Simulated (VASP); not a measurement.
# HfB2 (P6/mmm) in VASP: notebook

Runs on HfB2. Level: LDA. Tasks: single point, relaxation of cell and atoms.

Everything below comes from runs of VASP 6.6.1. Logs are shortened: lines on timing, memory, paths and dates and some standing lists are left out, and cuts for length are marked.

**1. Starting point**

The structure is hexagonal, space group P6/mmm (No. 191). Conventional cell: a = 3.103 Å, b = 3.103 Å, c = 3.422 Å, α = 90.00°, β = 90.00°, γ = 120.00°. Around Hf (site symmetry 6/mmm) lie 12 B at 2.48 Å. Around B (site symmetry -6m2) lie 3 B at 1.79 Å.

The cell comes from a database or a generator and needn't be the stable form of this composition.

**2. Single point, LDA**

File INCAR:

```
ALGO = Normal ; EDIFF = 1E-6
ENCUT = 520 ; GGA = CA
ISIF = 2 ; ISMEAR = 0
LASPH = T ; LCHARG = F
LREAL = F ; LWAVE = F
NBANDS = 15 ; NELM = 100
PREC = Accurate ; SIGMA = 0.1
```

File KPOINTS:

```
k-points
0
Gamma
  15 15 12
```

File POSCAR:

```
HfB2
1.0
    3.1031070393      0.0000000000      0.0000000000
   -1.5515535196      2.6873695267      0.0000000000
    0.0000000000      0.0000000000      3.4221918348
Hf B
1 2
Direct
    0.0000000000      0.0000000000      0.0000000000
    0.3333333333      0.6666666667      0.5000000000
    0.6666666667      0.3333333333      0.5000000000
```

Potentials or basis: VASP PAW LDA potentials, release 64 (Hf_pv, B).

Started as:

```
> cat potpaw_LDA.64/Hf_pv/POTCAR potpaw_LDA.64/B/POTCAR > POTCAR
> mpirun -np 1 vasp_std > vasp.out
```

OUTCAR:

```text
EDIFF = 1E-6
   ENCUT = 520
   GGA = CA
   ISIF = 2
   ISMEAR = 0
   LASPH = T
   LREAL = F
   NELM = 100
   PREC = Accurate

 ion  position               nearest neighbor table
   1  0.000  0.000  0.000-   2 2.48   3 2.48   2 2.48   3 2.48   2 2.48   2 2.48   3 2.48   3 2.48
                             3 2.48   3 2.48   2 2.48   2 2.48
   2  0.333  0.667  0.500-   3 1.79   3 1.79   3 1.79   1 2.48   1 2.48   1 2.48   1 2.48   1 2.48
                             1 2.48
   3  0.667  0.333  0.500-   2 1.79   2 1.79   2 1.79   1 2.48   1 2.48   1 2.48   1 2.48   1 2.48
                             1 2.48

  LATTYP: Found a hexagonal cell.
 ALAT       =     3.1031070393
 C/A-ratio  =     1.1028275182

  Lattice vectors:

 A1 = (   3.1031070393,   0.0000000000,   0.0000000000)
 A2 = (  -1.5515535196,   2.6873695267,   0.0000000000)
 A3 = (   0.0000000000,   0.0000000000,   3.4221918348)

Analysis of symmetry for initial positions (statically):
=====================================================================
 Subroutine PRICEL returns:
 Original cell was already a primitive cell.

 Routine SETGRP: Setting up the symmetry group for a
 hexagonal supercell.

 Subroutine GETGRP returns: Found 24 space group operations
 (whereof 24 operations were pure point group operations)
 out of a pool of 24 trial point group operations.

The static configuration has the point symmetry D_6h.

Analysis of symmetry for dynamics (positions and initial velocities):
=====================================================================
 Subroutine PRICEL returns:
 Original cell was already a primitive cell.

 Routine SETGRP: Setting up the symmetry group for a
 hexagonal supercell.

 Subroutine GETGRP returns: Found 24 space group operations
 (whereof 24 operations were pure point group operations)
 out of a pool of 24 trial point group operations.

The dynamic configuration has the point symmetry D_6h.

 Subroutine INISYM returns: Found 24 space group operations
 (whereof 24 operations are pure point group operations),
 and found     1 'primitive' translations

----------------------------------------------------------------------------------------

                                     Primitive cell

  volume of cell :      28.5383

  direct lattice vectors                    reciprocal lattice vectors
     3.103107039  0.000000000  0.000000000     0.322257656  0.186055544  0.000000000
    -1.551553520  2.687369527  0.000000000     0.000000000  0.372111089  0.000000000
     0.000000000  0.000000000  3.422191835     0.000000000  0.000000000  0.292210387

  length of vectors
     3.103107039  3.103107039  3.422191835     0.372111089  0.372111089  0.292210387

  position of ions in fractional coordinates (direct lattice)
     0.000000000  0.000000000  0.000000000
     0.333333333  0.666666667  0.500000000
     0.666666667  0.333333333  0.500000000

  ion indices of the primitive-cell ions
   primitive index   ion index
                 1           1
                 2           2
                 3           3

----------------------------------------------------------------------------------------

 KPOINTS: k-points

Automatic generation of k-mesh.
 Grid dimensions read from file:
 generate k-points for:   15   15   12

 Generating k-lattice:

  Cartesian coordinates                     Fractional coordinates (reciprocal lattice)
     0.021483844  0.012403703  0.000000000     0.066666667  0.000000000  0.000000000
     0.000000000  0.024807406  0.000000000     0.000000000  0.066666667  0.000000000
     0.000000000  0.000000000  0.024350866     0.000000000  0.000000000  0.083333333

  Length of vectors
     0.024807406  0.024807406  0.024350866

  Shift w.r.t. Gamma in fractional coordinates (k-lattice)
     0.000000000  0.000000000  0.000000000

 Subroutine IBZKPT returns following result:
 ===========================================

 Found    189 irreducible k-points:

 Following reciprocal coordinates:
            Coordinates               Weight
  0.000000  0.000000  0.000000      1.000000
  0.066667 -0.000000  0.000000      6.000000
  0.133333 -0.000000  0.000000      6.000000
  0.200000 -0.000000  0.000000      6.000000
  0.266667 -0.000000  0.000000      6.000000
  0.333333  0.000000  0.000000      6.000000
[... 16 lines left out ...]
  0.333333  0.200000  0.000000     12.000000
  0.400000  0.200000  0.000000      6.000000
 [... further k-points ...]
   k-points           NKPTS =    189   k-points in BZ     NKDIM =    189   number of bands    NBANDS=     15
   number of dos      NEDOS =    301   number of ions     NIONS =      3
   total plane-waves  NPLWV =  16128
   dimension x,y,z NGX =    24 NGY =   24 NGZ =   28
   dimension x,y,z NGXF=    48 NGYF=   48 NGZF=   56
   ions per type =               1   2
   NGX,Y,Z   is equivalent  to a cutoff of  12.86, 12.86, 13.60 a.u.
   NGXF,Y,Z  is equivalent  to a cutoff of  25.72, 25.72, 27.20 a.u.
 SYSTEM =  unknown system
   PREC   = accura    normal or accurate (medium, high low for compatibility)
   ISTART =      0    job   : 0-new  1-cont  2-samecut
   ICHARG =      2    charge: 1-file 2-atom 10-const
   ISPIN  =      1    spin polarized calculation?
   LNONCOLLINEAR =      F non collinear calculations
   LSORBIT =      F    spin-orbit coupling
   LASPH  =      T    aspherical Exc in radial PAW
   ENCUT  =  520.0 eV  38.22 Ry    6.18 a.u.   5.77  5.77  6.36*2*pi/ulx,y,z
   NELM   =    100;   NELMIN=  2; NELMDL= -5     # of ELM steps
   EDIFF  = 0.1E-05   stopping-criterion for ELM
   LREAL  =      F    real-space projection
   EDIFFG = 0.1E-04   stopping-criterion for IOM
   NSW    =      0    number of steps for IOM
   IBRION =     -1    ionic relax: 0-MD 1-quasi-New 2-CG
   NFREE  =      0    steps in history (QN), initial steepest desc. (CG)
   ISIF   =      2    stress and relaxation
   ISYM   =      2    0-nonsym 1-usesym 2-fastsym
   POTIM  = 0.5000    time-step for ionic-motion
   TEBEG  =    0.0;   TEEND  =   0.0 temperature during run
   PSTRESS=    0.0 pullay stress
   NELECT =      16.0000    total number of electrons
   NUPDOWN=      -1.0000    fix difference up-down
   EMIN   =  10.00;   EMAX   =-10.00  energy-range for DOS
   EFERMI =   0.00;   METHOD = LEGACY
   ISMEAR =     0;   SIGMA  =   0.10  broadening in eV -4-tet -1-fermi 0-gaus
   EFERMI_NEDOS =   21; number of points for ismear=-14 and -15
   IALGO  =     38    algorithm
   IMIX   =      4    mixing-type and parameters
     AMIX     =   0.40;   BMIX     =  1.00
     AMIX_MAG =   1.60;   BMIX_MAG =  1.00
  volume/ion in A,a.u.               =       9.51        64.20
  Fermi-wavevector in a.u.,A,eV,Ry     =   1.349912  2.550963 24.793370  1.822261
  Thomas-Fermi vector in A             =   2.477459
   LORBIT       =      0    0 simple, 1 ext, 2 COOP (PROOUT), +10 PAW based schemes
   GGA     = CA    functional components
   LHFCALC =     F    Hartree Fock is set to
   AEXX    =    0.0000 exact exchange contribution
   IVDW    =     0    specifies the selected vdW correction
   LEPSILON=     F    determine dielectric tensor
   LRPA    =     F    only Hartree local field effects (RPA)
 non-spin polarized calculation
 Gauss-broadening in eV      SIGMA  =   0.10
  energy-cutoff  :      520.00
  volume of cell :       28.54
 maximum number of plane-waves:       780
 NGX is ok and might be reduce to    24
   NGX = 11   NGY = 11   NGZ = 13

 number of electron      16.0000000 magnetization

 Free energy of the ion-electron system (eV)
  ---------------------------------------------------
  ext. energy  EPLUGINS =         0.00000000
  ---------------------------------------------------
  free energy    TOTEN  =       -28.95431047 eV

  energy without entropy =      -28.95316284  energy(sigma->0) =      -28.95373665

 E-fermi :   8.0006     XC(G=0): -12.9111

 val. band max:        7.9986167077   @ k =   0.4000   0.1333   0.0000
 cond. band min:       8.0320511379   @ k =   0.1333   0.1333   0.2500
 fundamental gap:      0.0334344301
 Fermi energy:         8.0005611000

 k-point     1 :       0.0000    0.0000    0.0000
  band No.  band energies     occupation
      1     -22.3686      2.00000
      2     -21.8087      2.00000
      3     -21.8087      2.00000
      4      -5.7993      2.00000
      5       4.9011      2.00000
      6       4.9805      2.00000
      7       4.9805      2.00000
      8       5.3582      2.00000
      9      12.1279      0.00000
     10      12.1279      0.00000
     11      12.8466      0.00000
     12      12.8466      0.00000
     13      13.1607      0.00000
     14      13.1607      0.00000
     15      13.3880      0.00000

 k-point     2 :       0.0667   -0.0000    0.0000
  band No.  band energies     occupation
      1     -22.3620      2.00000
      2     -21.8498      2.00000
      3     -21.8177      2.00000
      4      -5.6988      2.00000
      5       4.7135      2.00000
      6       4.9827      2.00000
      7       5.0019      2.00000
      8       5.2574      2.00000
      9      11.9548      0.00000
     10      12.0570      0.00000
     11      12.2516      0.00000
     12      12.2717      0.00000
     13      13.6051      0.00000
     14      13.9979      0.00000
     15      14.0377      0.00000

 k-point     3 :       0.1333   -0.0000    0.0000
  band No.  band energies     occupation
      1     -22.3430      2.00000
      2     -21.9645      2.00000
      3     -21.8431      2.00000
      4      -5.4055      2.00000
      5       4.0294      2.00000
      6       4.9750      2.00000
      7       4.9970      2.00000
      8       5.2651      2.00000
      9      10.9643      0.00000
     10      11.8549      0.00000
     11      11.8649      0.00000
     12      12.5199      0.00000
     13      14.1259      0.00000
     14      14.9507      0.00000
     15      15.2236      0.00000

 k-point     4 :       0.2000   -0.0000    0.0000
  band No.  band energies     occupation
      1     -22.3150      2.00000
      2     -22.1291      2.00000
      3     -21.8803      2.00000
      4      -4.9416      2.00000
      5       3.1291      2.00000
      6       4.6648      2.00000
      7       4.9299      2.00000
      8       5.5543      2.00000
      9      10.3016      0.00000
     10      11.6012      0.00000
     11      11.8235      0.00000
     12      12.3499      0.00000
     13      14.3870      0.00000
     14      15.3325      0.00000
     15      16.2866      0.00000
[... 307 lines left out ...]
 k-point    22 :       0.2667    0.2000    0.0000
  band No.  band energies     occupation
      1     -22.5215      2.00000
      2     -22.2209      2.00000
      3     -22.1352      2.00000
      4      -2.6750      2.00000
      5       0.8906      2.00000
      6       2.3504      2.00000
      7       4.2325      2.00000
      8       7.7429      1.99973
      9       7.7439      1.99972
     10       9.4580      0.00000
     11      14.3233      0.00000
     12      15.2667      0.00000
     13      15.6970      0.00000
     14      16.7933      0.00000
     15      18.6620      0.00000

 k-point    23 :       0.3333    0.2000    0.0000
  band No.  band energies     occupation
      1     -22.5701      2.00000
      2     -22.2052      2.00000
      3     -22.1911      2.00000
      4      -1.8419      2.00000
      5       0.0631      2.00000
      6       1.9933      2.00000
      7       4.2928      2.00000
      8       7.1384      2.00000
      9       7.7592      1.99936
     10      10.3480      0.00000
     11      13.4920      0.00000
     12      15.1774      0.00000
     13      16.8406      0.00000
     14      18.1467      0.00000
     15      18.5889      0.00000

 k-point    24 :       0.4000    0.2000    0.0000
  band No.  band energies     occupation
      1     -22.5864      2.00000
      2     -22.2115      2.00000
      3     -22.1996      2.00000
      4      -1.1591      2.00000
      5      -0.6314      2.00000
      6       1.8856      2.00000
      7       4.3311      2.00000
      8       6.9154      2.00000
      9       7.7172      1.99994
     10      11.0889      0.00000
     11      12.7414      0.00000
     12      15.1443      0.00000
     13      17.4090      0.00000
     14      18.5351      0.00000
     15      18.8248      0.00000

 [... further k-points ...]

------------------------ aborting loop because EDIFF is reached ----------------------------------------

  FORCE on cell =-STRESS in cart. coord.  units (eV):
  Direction    XX          YY          ZZ          XY          YZ          ZX
  --------------------------------------------------------------------------------------
  -------------------------------------------------------------------------------------
  Total        0.0855949      0.0855949      0.1882650      0.0000000     -0.0000000     -0.0000000
  in kB        4.8054024      4.8054024     10.5694299      0.0000000     -0.0000000     -0.0000000
  external PRESSURE =       6.7267449 kB  Pullay stress =       0.0000000 kB

 VOLUME and BASIS-vectors are now :
 -----------------------------------------------------------------------------
  energy-cutoff  :      520.00
  volume of cell :       28.54
      direct lattice vectors                 reciprocal lattice vectors
     3.103107039  0.000000000  0.000000000     0.322257656  0.186055544  0.000000000
    -1.551553520  2.687369527  0.000000000     0.000000000  0.372111089  0.000000000
     0.000000000  0.000000000  3.422191835     0.000000000  0.000000000  0.292210387

 POSITION                                       TOTAL-FORCE (eV/Angst)
 -----------------------------------------------------------------------------------
      0.00000      0.00000      0.00000         0.000000      0.000000      0.000000
     -0.00000      1.79158      1.71110        -0.000000     -0.000000      0.000000
      1.55155      0.89579      1.71110         0.000000     -0.000000     -0.000000
 -----------------------------------------------------------------------------------
    total drift:                               -0.000000      0.000000      0.000000

  FREE ENERGIE OF THE ION-ELECTRON SYSTEM (eV)
  ---------------------------------------------------
  free  energy   TOTEN  =       -28.9543104693 eV

  energy  without entropy=      -28.9531628396  energy(sigma->0) =      -28.95373665
```

Run time: 21 s. Hardware: 1 thread of Intel Xeon 6975P-C (Granite Rapids), shared host; peak memory 0.19 GiB.

What came out:

```
Free energy            : -28.9543 eV
Pressure               : 0.7 GPa
Band gap on the k mesh : none (metal or under the smearing width)
```

Levels at points of the mesh, in eV from the Fermi level:
```csv
k point,band 4,band 5,band 6,band 7,band 8,band 9,band 10,band 11,band 12,band 13
"(0.00, 0.00, 0.00)",-13.80,-3.10,-3.02,-3.02,-2.64,4.13,4.13,4.85,4.85,5.16
"(0.00, 0.00, 0.50)",-11.14,-8.45,-1.21,-1.21,0.24,0.24,0.97,0.97,2.34,5.17
```

The run has no spin-orbit coupling, so splittings on Hf are missing.

**3. Relaxation of cell and atoms, LDA**

File INCAR:

```
ALGO = Fast
EDIFF = 1E-6
EDIFFG = -0.002
ENCUT = 600
IBRION = 2
ISIF = 3
ISMEAR = 0
LASPH = T
LCHARG = F
LREAL = F
LWAVE = F
NELM = 100
NSW = 100
PREC = Accurate
SIGMA = 0.1
```

KPOINTS is that of step 2.

File POSCAR:

```
HfB2
1.0
    3.1056259486      0.0000000000      0.0000000000
   -1.5528129743      2.6895509661      0.0000000000
    0.0000000000      0.0000000000      3.4182041221
Hf B
1 2
Direct
    0.0000000000      0.0000000000      0.0000000000
    0.3333333333      0.6666666667      0.5000000000
    0.6666666667      0.3333333333      0.5000000000
```

Potentials or basis: VASP PAW LDA potentials, release 64 (Hf_pv, B).

Started as:

```
> cat potpaw_LDA.64/Hf_pv/POTCAR potpaw_LDA.64/B/POTCAR > POTCAR
> mpirun -np 1 vasp_std > vasp.out
```

Wall time 83 s (1 thread of Intel Xeon 6975P-C (Granite Rapids), shared host); peak memory 0.22 GiB.

The run converged. Its results:

| Quantity | Value |
| --- | --- |
| Free energy | -28.9565 eV |
| Relaxed volume | 9.54 Å³/atom |
| Relaxed cell | a = 3.104 Å, b = 3.104 Å, c = 3.429 Å, α = 90.00°, β = 90.00°, γ = 120.00° |
| Space group after relaxing (to 0.05 Å) | P6/mmm (No. 191) |
| Energy gained by relaxing | 0.1 meV/atom |
| Ionic steps | 5 |
| Pressure after relaxing | 0.0 GPa |
| Band gap on the k mesh | none (metal or under the smearing width) |

The path:
```tsv
step	energy change (eV)	largest force (eV/Å)	pressure (GPa)	volume (Å³)
1	0.0000	0.0000	0.50	28.55
2	-0.0002	0.0000	-0.59	28.67
3	-0.0003	0.0000	-0.28	28.63
4	-0.0004	0.0000	0.16	28.59
5	-0.0004	0.0000	-0.01	28.61
```

Final structure:
```yaml
crystal:
  lattice:
    - [3.10391, 0.00000, 0.00000]
    - [-1.55196, 2.68807, 0.00000]
    - [0.00000, 0.00000, 3.42886]
  atoms:
    - { symbol: Hf, position: [0.00000, 0.00000, 0.00000] }
    - { symbol: B, position: [0.33333, 0.66667, 0.50000] }
    - { symbol: B, position: [0.66667, 0.33333, 0.50000] }
```

Levels at points of the mesh, in eV from the Fermi level:
```
           k point  band 5  band 6  band 7  band 8  band 9  band 10  band 11  band 12
(0.00, 0.00, 0.00)   -3.10   -3.00   -3.00   -2.66    4.12     4.12     4.82     4.82
(0.00, 0.00, 0.50)   -8.44   -1.21   -1.21    0.25    0.25     0.97     0.97     2.30
```

**4. Single point, LDA**

This run uses another cell than the first one, of 9.86 Å³/atom, 1.036 times its volume.

File INCAR:

```
PREC = Accurate
ENCUT = 520
EDIFF = 1E-6
ISMEAR = 0
SIGMA = 0.1
LREAL = F
LASPH = T
NELM = 100
ALGO = Normal
ISIF = 2
LWAVE = F
LCHARG = T
LELF = T
LVHAR = T
NBANDS = 15
```

File KPOINTS:

```
Automatic mesh
0
Gamma
  6 6 6
```

File POSCAR:

```
HfB2
1.0
    3.1326790800      0.0000000000      0.0000000000
   -1.5663395400      2.7129796700      0.0000000000
    0.0000000000      0.0000000000      3.4792139900
Hf B
1 2
Direct
    0.0000000000      0.0000000000      0.0000000000
    0.3333333300      0.6666666700      0.5000000000
    0.6666666700      0.3333333300      0.5000000000
```

Started as:

```
> cat potpaw_LDA.64/Hf_pv/POTCAR potpaw_LDA.64/B/POTCAR > POTCAR
> mpirun -np 1 vasp_std > vasp.out
```

Run time: 4.2 s. Hardware: 1 thread of Intel Xeon 6975P-C (Granite Rapids), shared host; peak memory 0.13 GiB.

It converged, with:

* Free energy: -28.8724 eV
* Pressure: -8.3 GPa
* Band gap on the k mesh: none (metal or under the smearing width)

Stress tensor (GPa, compression positive):
```
 -7.13   0.00   0.00
  0.00  -7.13   0.00
  0.00   0.00 -10.56
```

Levels at points of the mesh, in eV from the Fermi level:
```tsv
k point	band 5	band 6	band 7	band 8	band 9	band 10	band 11	band 12
(0.00, 0.00, 0.00)	-2.61	-2.46	-2.46	-2.30	4.38	4.38	5.03	5.03
(0.50, 0.00, 0.00)	-8.43	-3.73	-2.97	-2.46	2.57	3.09	6.01	6.13
(0.00, 0.00, 0.50)	-7.89	-0.75	-0.75	0.72	0.72	1.39	1.39	2.54
(0.50, 0.00, 0.50)	-6.96	-4.54	-4.27	-2.12	4.47	4.59	6.66	7.59
```

Caveat: the k mesh is coarse (spacing up to 0.39 Å⁻¹), so the values aren't converged. Spin-orbit coupling is left out, which matters for the levels of Hf.

**5. Summary**

| task | cell | k mesh | cutoff (eV) | mesh quality | gap on the mesh (eV) | pressure (GPa) |
| --- | --- | --- | --- | --- | --- | --- |
| single point | P6/mmm, 9.51 Å³/atom | 15 × 15 × 12 | 520 | not flagged | none | 0.7 |
| relaxation of cell and atoms | relaxed | 15 × 15 × 12 | 600 | not flagged | none | 0.0 |
| single point | P6/mmm, 9.86 Å³/atom | 6 × 6 × 6 | 520 | coarse | none | -8.3 |

Alike in all rows: level LDA; potentials or basis VASP PAW LDA potentials, release 64 (Hf_pv, B); no spin polarisation; smearing gaussian 0.1 eV.

Caveats: some runs use coarse meshes.

Total energies depend on the potentials used, so only differences within one code and one set of settings carry meaning.
